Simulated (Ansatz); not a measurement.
Runs of Ansatz 0.2.0 on SiC (Moissanite 6H). Symmetry: P6_3mc, No. 186, hexagonal system. Conventional cell: a = 3.095 Å, b = 3.095 Å, c = 15.170 Å, α = 90.00°, β = 90.00°, γ = 120.00°. Si (site symmetry 3m) has 4 C at 1.90 Å as nearest neighbours. Si (site symmetry 3m) is surrounded by 4 C at 1.90 Å. Si (site symmetry 3m) has 4 C at 1.90 Å as nearest neighbours. Around C (site symmetry 3m) lie 4 Si at 1.90 Å. Around C (site symmetry 3m) lie 4 Si at 1.90 Å. C (site symmetry 3m) is surrounded by 4 Si at 1.90 Å. 

```tsv
task	level	potentials or basis	cell	cutoff (eV)	points for each segment of the path	gap on the mesh (eV)	pressure (GPa)	V0 of scaled cells (Å³/atom)	B0 (GPa)	largest force (eV/Å)
single point	PBE	Ansatz PAW	as given	300	-	2.02	(b)	-	-	0.14
equation of state	revPBE+D4	Ansatz PAW	as given	420	-	-	-	10.19	223	-
relaxation of cell and atoms	rPW86-PBE	Ansatz PAW	relaxed	420	-	2.29	0.0	-	-	-
band structure	PBE	Ansatz PAW earlier set	as given	820	10	2.02	(a)	-	-	0.14
equation of state	PBE+D4	Ansatz PAW	as given	420	-	-	-	10.30	220	-
```

Alike in all rows: no spin polarisation; k mesh 10 × 10 × 2; smearing fermi-dirac 0.05 eV.

Question: Fill in the values left out.

Answer: (a) 0.2; (b) 0.4.

Caveats: the cell was scaled at fixed shape and fractional positions, which overstates the stiffness of a crystal with free parameters, most of all of layers and chains (some runs); the pressure holds a Pulay correction of +5.8 GPa for the finite cutoff (some runs); the cutoff lies under the one recommended for these potentials (some runs); the potentials were made for another functional, which shifts forces and pressure (some runs); the plane-wave basis is chosen anew once the cell has moved, so the energies of steps on either side of that aren't comparable (some runs); the PAW data sets come from PBE, with cores solved anew for the run's functional, which leaves a small shift of forces and pressure (some runs).

A k mesh can miss the band edges.
